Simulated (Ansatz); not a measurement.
LDA, PBE, PBEsol and r²SCAN on Sb

```
CELL_PARAMETERS angstrom
3.36900 0.00000 0.00000
-1.68450 2.91764 0.00000
0.00000 0.00000 5.33000
ATOMIC_POSITIONS crystal
Sb 0.33333 0.66667 0.25000
Sb 0.66667 0.33333 0.75000
```

Atoms are numbered in the order listed.

The conventional cell has a = 3.369 Å, b = 3.369 Å, c = 5.330 Å, α = 90.00°, β = 90.00°, γ = 120.00°. Around Sb (atom 1) lie 12 Sb at 3.30 to 3.37 Å.

The cell is COD entry 1539203, as deposited and not checked against the literature; nothing was relaxed.

No spin–orbit coupling, which matters for the heavy atoms here.

One fixed cell is solved with several functionals by PAW (frozen-core files) in Ansatz 0.2.0, scalar-relativistically. A positive pressure means that the functional wants a larger cell.

The PAW files were made with PBE; their cores are remade for each functional.

The runs use a Γ-centred 12×12×7 k mesh, Fermi–Dirac smearing of 0.03 eV, cutoff 420 eV, no spin polarisation.

Cutoffs: PBE 420 eV, LDA 420 eV, PBEsol 420 eV, r²SCAN 500 eV.

| setting | P (GPa) | lowest level at Γ above −25 eV, from the valence-band top or, without a gap, the Fermi level (eV) |
| --- | --- | --- |
| PBE | 3.05 | -13.19 |
| LDA | -1.37 | -13.21 |
| PBEsol | -0.14 | -13.19 |
| r²SCAN | 2.33 | -13.84 |
